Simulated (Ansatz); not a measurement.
# ZnSe (Stilleite) under changes of volume

One of the cells (22.757 Å³/atom); the others are scaled copies at fixed shape and fractional positions:

```xyz
2
Lattice="0.0000 2.8338 2.8338 2.8338 0.0000 2.8338 2.8338 2.8338 0.0000" Properties=species:S:1:pos:R:3 pbc="T T T"
Se    4.2507    4.2507    4.2507
Zn    0.0000    0.0000    0.0000
```

| Property | Result |
| --- | --- |
| Program | Ansatz 0.2.0 |
| Functional | PBEsol |
| Dispersion | D3(BJ) |
| Potentials or basis | Ansatz PAW |
| Cutoff | 420 eV (not typed: the program's choice for these potentials) |
| k mesh | 8 × 8 × 8 |
| Occupations | fermi-dirac, width 0.05 eV |
| Spin | no spin polarisation |

```tsv
volume (Å³/atom)	energy over the lowest point (meV/atom)	pressure (GPa)	gap on the mesh (eV)
21.391	0.45	0.9	1.42
21.846	0.00	-0.6	1.33
22.301	3.58	-1.9	1.25
22.757	10.72	-3.1	1.17
23.212	?	?	?
23.667	34.26	-5.1	1.02
24.122	49.97	-5.9	0.95
```

**Question.** What does the run at 23.212 Å³/atom give?

**Answer.** Energy over the lowest point 21.07 meV/atom; pressure -4.2 GPa; gap on the mesh 1.09 eV.

Worked out: A Birch-Murnaghan fit of order 3 (a polynomial in V^(-2/3)) to the other rows has its minimum at 21.66 Å³/atom with B0 = V·E''(V) = 70 GPa and B' = 4.5. It gives 21.07 meV/atom at 23.212 Å³/atom, against the run's 21.07, and -dE/dV = -4.2 GPa, against -4.2. A straight line through the other rows of the gap, of slope -3.9 eV per unit of ln V (its deformation potential), gives 1.10 eV, against the run's 1.09.

Energies are extrapolated to zero smearing.

Caveats: the PAW data sets come from PBE, with cores solved anew for the run's functional, which leaves a small shift of forces and pressure.

Spin-orbit coupling on Se is left out.
